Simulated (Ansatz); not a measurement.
# BaTiO3: the cost of one run

All numbers below are computed with Ansatz 0.2.0 (DFT PBEsol, scalar-relativistic, plane waves, PAW).

4 further runs of the same task are left out: 4 set aside as unsound or not needed. Runs told in other sessions of the task aren't counted.

## Step 1: The system as given

The cell holds 30 atoms (Ba6O18ScTi5): a = 6.916 Å, b = 6.916 Å, c = 8.948 Å, α = 74.90°, β = 74.90°, γ = 69.66°.

The coordinates of this cell stand in the input of its own run.

The host was relaxed before at PBEsol: a = 3.950 Å, b = 5.657 Å, c = 5.677 Å, α = 90.00°, β = 90.00°, γ = 90.00° (conventional cell), 12.686 Å³/atom.

Places, in fractions of the supercell: Sc in place of Ti at (0.325, 0.825, 0.667). The start keeps the symmetry of the ideal site.

## Step 2: Band edges of the host over the zone

Contents of input.yaml:

```yaml
crystal:
  lattice:
    - [3.9499158404, 0.0, 0.0]
    - [0.0, 2.828451255, 2.8386567297]
    - [0.0, -2.828451255, 2.8386567297]
  atoms:
    - { symbol: Ba, position: [0.0, 0.0036319263, 0.0036319263] }
    - { symbol: Ti, position: [0.5, 0.5164790852, 0.5164790852] }
    - { symbol: O, position: [0.5, 0.98147969, 0.4903218796] }
    - { symbol: O, position: [0.5, 0.4903218796, 0.98147969] }
    - { symbol: O, position: [0.0, 0.4879874189, 0.4879874189] }
basis:
  ecutwfc: 420
  xc_grid: 2
kpoints:
  mp_grid: { grid: [6, 6, 6] }
  band_path: { path: [VBM, CBM], npoints: 2 }
hamiltonian:
  xc: pbesol
scf:
  occupations: { method: gaussian, width: 0.02 }
output:
  forces: true
  stress: true
  eigenvalues: true
```

Command:

```sh
ansatz run input.yaml --threads 8 --pin off --max-ram 16384MiB --backend cpu --events-out ev --progress --plain --runs-dir out
```

What time and memory should one allow on 8 threads of INTEL XEON PLATINUM 8581C at 2.10GHz (Emerald Rapids), shared host?

About 3 s, with a peak of 0.59 GiB.
